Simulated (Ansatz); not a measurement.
A run of Ansatz 0.2.0 is set up as follows.

File input.yaml:

```yaml
crystal:
  lattice:
    - [0.0, 4.1175163063, 4.2628978354]
    - [2.3895119538, 0.0, 4.2628978354]
    - [2.3895119538, 4.1175163063, 0.0]
  atoms:
    - { symbol: Ti, position: [0.75, 0.75, 0.75] }
    - { symbol: Ti, position: [0.5, 0.5, 0.5] }
    - { symbol: Si, position: [0.41256561, 0.08743439, 0.41256561] }
    - { symbol: Si, position: [0.08743439, 0.41256561, 0.08743439] }
    - { symbol: Si, position: [0.16256561, 0.83743439, 0.16256561] }
    - { symbol: Si, position: [0.83743439, 0.16256561, 0.83743439] }
hamiltonian:
  xc: pbesol
  pseudopotentials: { kind: paw }
  hubbard: { sites: [{ species: Ti, l: d, u_eff: 4.0 }] }
kpoints:
  mp_grid: { grid: [5, 5, 5] }
scf:
  occupations: { method: fermi_dirac, width: 0.05 }
output:
  forces: true
  stress: true
  eigenvalues: true
relax:
  f_tol: 0.01
  max_steps: 40
  cell: { stress_tol: 0.05 }
```

Potentials or basis: Ansatz PAW.

Command:

```bash
$ ansatz run input.yaml --threads 2 --pin off --max-ram 5632MiB --backend cpu --events-out ev --progress --plain --runs-dir out
```

(1) Predict the relaxed volume.

(2) What does it give for the band gap on the k mesh?

(3) What does it give for the space group after relaxing (to 0.05 Å)?

(4) Predict the relaxed cell.

## Answers

(1) 14.12 Å³/atom.

(2) none (metal or under the smearing width).

(3) Fddd (No. 70).

(4) a = 5.953 Å, b = 4.908 Å, c = 4.774 Å, α = 75.87°, β = 53.08°, γ = 51.05°.

Caveat: U without spin polarisation on a metal has little footing; the PAW data sets come from PBE, with cores solved anew for the run's functional, which leaves a small shift of forces and pressure; the U is typed as a test and isn't derived for this compound.
